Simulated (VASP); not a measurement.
# Er (Fm-3m) in VASP: notebook

One crystal, Er, is run at these levels: PBE; tasks: single point.

Program: VASP 6.6.1. These are calculated values, not measurements. Logs are shortened: lines on timing, memory, paths and dates and some standing lists are left out, and cuts for length are marked.

**1. The crystal as given**

The structure is cubic, space group Fm-3m (No. 225). Conventional cell: a = 4.960 Å, b = 4.960 Å, c = 4.960 Å, α = 90.00°, β = 90.00°, γ = 90.00°. Around Er (site symmetry m-3m) lie 12 Er at 3.51 Å.

This isn't the form of Er at room conditions, which is hcp.

**2. Single point, PBE, collinear spin, ferromagnetic start**

INCAR reads:

```
SYSTEM = Er
PREC     = Normal         ! precision mode
ENCUT    = 450            ! plane-wave cutoff, eV
EDIFF    = 1E-6           ! SCF threshold, eV
ISMEAR   = 0              ! smearing method
SIGMA    = 0.2            ! smearing width, eV
LREAL    = .False.        ! projectors in reciprocal space
LASPH    = .True.         ! aspherical terms in the spheres
NELM     = 100            ! most SCF steps
ALGO     = Normal         ! electronic algorithm
ISIF     = 2              ! what is computed and relaxed
LWAVE    = .False.        ! write WAVECAR
LCHARG   = .False.        ! write CHGCAR
ISPIN    = 2              ! spin polarisation
MAGMOM   = 3              ! initial moments
LORBIT   = 11             ! projections on sites
LMAXMIX  = 6              ! l up to which the mixer works
GGA      = PE             ! functional
ADDGRID  = .False.
```

KPOINTS reads:

```
Automatic mesh
0
Gamma
  6 6 6
  0 0 0
```

POSCAR reads:

```
Er
1.0
   -0.0089250000      2.4571370000      2.4791170000
    2.4542050000     -0.0023290000      2.4725200000
    2.4870360000      2.4833720000     -0.0351600000
Er
1
Direct
   -0.0043710000     -0.0077920000     -0.0181410000
```

Potentials or basis: VASP PAW PBE potentials, release 64 (Er_3), 4f in core.

On the command line:

```sh
> cat potpaw_PBE.64/Er_3/POTCAR > POTCAR
> mpirun -np 1 vasp_std > vasp.out
```

OUTCAR:

```text
SYSTEM = Er
   PREC = Normal
   ENCUT = 450
   EDIFF = 1E-6
   ISMEAR = 0
   LREAL = .False.
   LASPH = .True.
   NELM = 100
   ISIF = 2
   ISPIN = 2
   LORBIT = 11
   GGA = PE

 Found    112 irreducible k-points:

 Following reciprocal coordinates:
            Coordinates               Weight
  0.000000  0.000000  0.000000      1.000000
  0.166667  0.000000 -0.000000      2.000000
  0.333333  0.000000 -0.000000      2.000000
  0.500000  0.000000 -0.000000      1.000000
 -0.000000  0.166667 -0.000000      2.000000
  0.166667  0.166667 -0.000000      2.000000
   k-points           NKPTS =    112   k-points in BZ     NKDIM =    112   number of bands    NBANDS=     10
   number of dos      NEDOS =    301   number of ions     NIONS =      1
   total plane-waves  NPLWV =   5832
   dimension x,y,z NGX =    18 NGY =   18 NGZ =   18
   dimension x,y,z NGXF=    36 NGYF=   36 NGZF=   36
   ions per type =               1
   NGX,Y,Z   is equivalent  to a cutoff of   8.57,  8.59,  8.51 a.u.
   NGXF,Y,Z  is equivalent  to a cutoff of  17.15, 17.18, 17.03 a.u.
 SYSTEM =  Er
   PREC   = normal    normal or accurate (medium, high low for compatibility)
   ISTART =      0    job   : 0-new  1-cont  2-samecut
   ICHARG =      2    charge: 1-file 2-atom 10-const
   ISPIN  =      2    spin polarized calculation?
   LNONCOLLINEAR =      F non collinear calculations
   LSORBIT =      F    spin-orbit coupling
   LASPH  =      T    aspherical Exc in radial PAW
   ENCUT  =  450.0 eV  33.07 Ry    5.75 a.u.   6.04  6.03  6.08*2*pi/ulx,y,z
   NELM   =    100;   NELMIN=  2; NELMDL= -5     # of ELM steps
   EDIFF  = 0.1E-05   stopping-criterion for ELM
   LREAL  =      F    real-space projection
   EDIFFG = 0.1E-04   stopping-criterion for IOM
   NSW    =      0    number of steps for IOM
   IBRION =     -1    ionic relax: 0-MD 1-quasi-New 2-CG
   NFREE  =      0    steps in history (QN), initial steepest desc. (CG)
   ISIF   =      2    stress and relaxation
   ISYM   =      2    0-nonsym 1-usesym 2-fastsym
   POTIM  = 0.5000    time-step for ionic-motion
   TEBEG  =    0.0;   TEEND  =   0.0 temperature during run
   PSTRESS=    0.0 pullay stress
   NELECT =       9.0000    total number of electrons
   NUPDOWN=      -1.0000    fix difference up-down
   EMIN   =  10.00;   EMAX   =-10.00  energy-range for DOS
   EFERMI =   0.00;   METHOD = LEGACY
   ISMEAR =     0;   SIGMA  =   0.20  broadening in eV -4-tet -1-fermi 0-gaus
   EFERMI_NEDOS =   21; number of points for ismear=-14 and -15
   IALGO  =     38    algorithm
   IMIX   =      4    mixing-type and parameters
     AMIX     =   0.40;   BMIX     =  1.00
     AMIX_MAG =   1.60;   BMIX_MAG =  1.00
  volume/ion in A,a.u.               =      30.50       205.83
  Fermi-wavevector in a.u.,A,eV,Ry     =   1.089904  2.059619 16.162220  1.187890
  Thomas-Fermi vector in A             =   2.226117
   LORBIT       =     11    0 simple, 1 ext, 2 COOP (PROOUT), +10 PAW based schemes
   GGA     = PE    functional components
   LHFCALC =     F    Hartree Fock is set to
   AEXX    =    0.0000 exact exchange contribution
   IVDW    =     0    specifies the selected vdW correction
   LEPSILON=     F    determine dielectric tensor
   LRPA    =     F    only Hartree local field effects (RPA)
 spin polarized calculation
 Gauss-broadening in eV      SIGMA  =   0.20
  energy-cutoff  :      450.00
  volume of cell :       30.50
 maximum number of plane-waves:       672
   NGX = 13   NGY = 13   NGZ = 13

 number of electron       9.0000000 magnetization      -0.0471377

 number of electron       9.0000000 magnetization       0.0002590

 Free energy of the ion-electron system (eV)
  ---------------------------------------------------
  ext. energy  EPLUGINS =         0.00000000
  ---------------------------------------------------
  free energy    TOTEN  =        -4.49471290 eV

  energy without entropy =       -4.46592134  energy(sigma->0) =       -4.48031712

 E-fermi :   3.0892     XC(G=0):  -9.8750

 val. band max:        3.0786916462   @ k =  -0.1667  -0.1667   0.3333
 cond. band min:       3.1064046067   @ k =   0.5000   0.0000   0.1667
 fundamental gap:      0.0277129605
 Fermi energy:         3.0892416147

 spin component 1

 k-point     1 :       0.0000    0.0000    0.0000
  band No.  band energies     occupation
      1     -21.3144      1.00000
      2     -21.3026      1.00000
      3     -21.2995      1.00000
      4      -2.4832      1.00000
      5       4.9222      0.00000
      6       5.1614      0.00000
      7       5.1879      0.00000
      8       7.3857      0.00000
      9       7.4994      0.00000
     10      12.6416      0.00000

 k-point     2 :       0.1667    0.0000   -0.0000
  band No.  band energies     occupation
      1     -21.4625      1.00000
      2     -21.3309      1.00000
      3     -21.3219      1.00000
      4      -1.7413      1.00000
      5       4.3767      0.00000
      6       5.2427      0.00000
      7       5.4838      0.00000
      8       7.1386      0.00000
      9       7.2027      0.00000
     10      13.5968      0.00000

 k-point     3 :       0.3333    0.0000   -0.0000
  band No.  band energies     occupation
      1     -21.7644      1.00000
      2     -21.3685      1.00000
      3     -21.3647      1.00000
      4      -0.1079      1.00000
      5       3.6161      0.00010
      6       5.0462      0.00000
      7       5.2777      0.00000
      8       7.9865      0.00000
      9       8.1256      0.00000
     10      11.8878      0.00000

 k-point     4 :       0.5000    0.0000   -0.0000
  band No.  band energies     occupation
      1     -21.9089      1.00000
      2     -21.3897      1.00000
      3     -21.3834      1.00000
      4       0.6717      1.00000
      5       3.7769      0.00000
      6       4.7679      0.00000
      7       4.9981      0.00000
      8       9.0649      0.00000
      9       9.3086      0.00000
     10      11.3713      0.00000

 k-point     5 :      -0.0000    0.1667   -0.0000
  band No.  band energies     occupation
      1     -21.4620      1.00000
      2     -21.3326      1.00000
      3     -21.3239      1.00000
      4      -1.7351      1.00000
      5       4.4060      0.00000
      6       5.2293      0.00000
      7       5.4781      0.00000
      8       7.1135      0.00000
      9       7.1904      0.00000
     10      13.5918      0.00000

 k-point     6 :       0.1667    0.1667   -0.0000
  band No.  band energies     occupation
      1     -21.4570      1.00000
      2     -21.3632      1.00000
      3     -21.3547      1.00000
      4      -1.5083      1.00000
      5       4.0135      0.00000
      6       5.6486      0.00000
      7       5.7676      0.00000
      8       5.9940      0.00000
      9       7.8606      0.00000
     10      14.7837      0.00000

 [... further k-points ...]

 spin component 2

 k-point     1 :       0.0000    0.0000    0.0000
  band No.  band energies     occupation
      1     -21.3142      1.00000
      2     -21.3025      1.00000
      3     -21.2994      1.00000
      4      -2.4830      1.00000
      5       4.9222      0.00000
      6       5.1614      0.00000
      7       5.1878      0.00000
      8       7.3857      0.00000
      9       7.4994      0.00000
     10      12.6421      0.00000

 k-point     2 :       0.1667    0.0000   -0.0000
  band No.  band energies     occupation
      1     -21.4624      1.00000
      2     -21.3308      1.00000
      3     -21.3219      1.00000
      4      -1.7411      1.00000
      5       4.3767      0.00000
      6       5.2427      0.00000
      7       5.4838      0.00000
      8       7.1386      0.00000
      9       7.2027      0.00000
     10      13.5974      0.00000

 k-point     3 :       0.3333    0.0000   -0.0000
  band No.  band energies     occupation
      1     -21.7643      1.00000
      2     -21.3684      1.00000
      3     -21.3646      1.00000
      4      -0.1077      1.00000
      5       3.6162      0.00010
      6       5.0462      0.00000
      7       5.2778      0.00000
      8       7.9866      0.00000
      9       8.1256      0.00000
     10      11.8883      0.00000

 k-point     4 :       0.5000    0.0000   -0.0000
  band No.  band energies     occupation
      1     -21.9088      1.00000
      2     -21.3896      1.00000
      3     -21.3832      1.00000
      4       0.6718      1.00000
      5       3.7772      0.00000
      6       4.7678      0.00000
      7       4.9982      0.00000
      8       9.0649      0.00000
      9       9.3087      0.00000
     10      11.3712      0.00000

 k-point     5 :      -0.0000    0.1667   -0.0000
  band No.  band energies     occupation
      1     -21.4619      1.00000
      2     -21.3324      1.00000
      3     -21.3238      1.00000
      4      -1.7349      1.00000
      5       4.4060      0.00000
      6       5.2293      0.00000
      7       5.4781      0.00000
      8       7.1135      0.00000
      9       7.1904      0.00000
     10      13.5924      0.00000

 k-point     6 :       0.1667    0.1667   -0.0000
  band No.  band energies     occupation
      1     -21.4569      1.00000
      2     -21.3631      1.00000
      3     -21.3546      1.00000
      4      -1.5080      1.00000
      5       4.0136      0.00000
      6       5.6486      0.00000
      7       5.7676      0.00000
      8       5.9941      0.00000
      9       7.8606      0.00000
     10      14.7842      0.00000

 [... further k-points ...]
[... 5 lines left out ...]
  --------------------------------------------------------------------------------------
  -------------------------------------------------------------------------------------
  Total        0.0293691      0.0362880     -0.0181776     -0.0598814      0.0696271      0.1016008
  in kB        1.5427625      1.9062091     -0.9548676     -3.1455698      3.6575160      5.3370928
  external PRESSURE =       0.8313680 kB  Pullay stress =       0.0000000 kB

 VOLUME and BASIS-vectors are now :
 -----------------------------------------------------------------------------
  energy-cutoff  :      450.00
  volume of cell :       30.50
      direct lattice vectors                 reciprocal lattice vectors
    -0.008925000  2.457137000  2.479117000    -0.201313527  0.204442392  0.200014888
     2.454205000 -0.002329000  2.472520000     0.204685885 -0.202140878  0.201085569
     2.487036000  2.483372000 -0.035160000     0.199378760  0.200206110 -0.197713292

 POSITION                                       TOTAL-FORCE (eV/Angst)
 -----------------------------------------------------------------------------------
      4.86811      4.88241      4.88701         0.000000      0.000000      0.000000
 -----------------------------------------------------------------------------------
    total drift:                                0.000015      0.000013      0.000009

  FREE ENERGIE OF THE ION-ELECTRON SYSTEM (eV)
  ---------------------------------------------------
  free  energy   TOTEN  =        -4.4947129032 eV

  energy  without entropy=       -4.4659213423  energy(sigma->0) =       -4.48031712

 total charge

# of ion       s       p       d       tot
------------------------------------------
    1        0.517   6.503   1.101   8.121

 magnetization (x)

# of ion       s       p       d       tot
------------------------------------------
    1       -0.000   0.000  -0.000   0.000
```

Wall time 16 s (1 thread of Intel Xeon 6975P-C (Granite Rapids), shared host); peak memory 0.16 GiB.

The run converged, but some of its settings lie outside the range that counts as converged, so its numbers aren't taken as properties of the crystal.

Results:

```
Free energy                                           : -4.4947 eV
Pressure                                              : 0.1 GPa
Band gap on the k mesh                                : none (metal or under the smearing width)
Net moment                                            : 0.00 μB per cell
Valence electrons inside the program's atomic spheres : Er 8.12
```

Caveat: the k mesh is coarse (spacing up to 0.37 Å⁻¹), so the values aren't converged; the magnetic or orbital state may not be the lowest; spin-orbit coupling is left out, which moves the levels of the heavy elements; the 4f electrons are frozen in the core as for a trivalent ion, so they carry no moment and show no levels.

**3. Single point, PBE, collinear spin, ferromagnetic start**

Changes to INCAR since step 2:

```diff
@@ -1,3 +1,3 @@
 SYSTEM = Er
-PREC     = Normal         ! precision mode
+PREC     = Accurate       ! precision mode
 ENCUT    = 450            ! plane-wave cutoff, eV
@@ -6,3 +6,3 @@
 SIGMA    = 0.2            ! smearing width, eV
-LREAL    = .False.        ! projectors in reciprocal space
+LREAL    = Auto         
 LASPH    = .True.         ! aspherical terms in the spheres
```

KPOINTS is that of step 2.

POSCAR reads:

```
Er
1.0
    0.0000000000      2.4798434248      2.4798434248
    2.4798434248      0.0000000000      2.4798434248
    2.4798434248      2.4798434248      0.0000000000
Er
1
Direct
    0.0000000000      0.0000000000      0.0000000000
```

Potentials or basis: VASP PAW PBE potentials, release 64 (Er_3), 4f in core.

On the command line:

```sh
> cat potpaw_PBE.64/Er_3/POTCAR > POTCAR
> mpirun -np 1 vasp_std > vasp.out
```

Wall time 9.1 s (1 thread of Intel Xeon 6975P-C (Granite Rapids), shared host); peak memory 0.14 GiB.

These settings aren't checked as converged: the numbers below hold their error.

Results:

* Free energy: -4.4970 eV
* Pressure: 0.0 GPa
* Band gap on the k mesh: none (metal or under the smearing width)
* Net moment: 0.00 μB per cell
* Valence electrons inside the program's atomic spheres: Er 8.12

Caveat: the k mesh is coarse (spacing up to 0.37 Å⁻¹), so the values aren't converged; the magnetic or orbital state may not be the lowest; spin-orbit coupling is left out, which moves the levels of the heavy elements; the 4f electrons are frozen in the core as for a trivalent ion, so they carry no moment and show no levels.

[end of part 1 of 2]
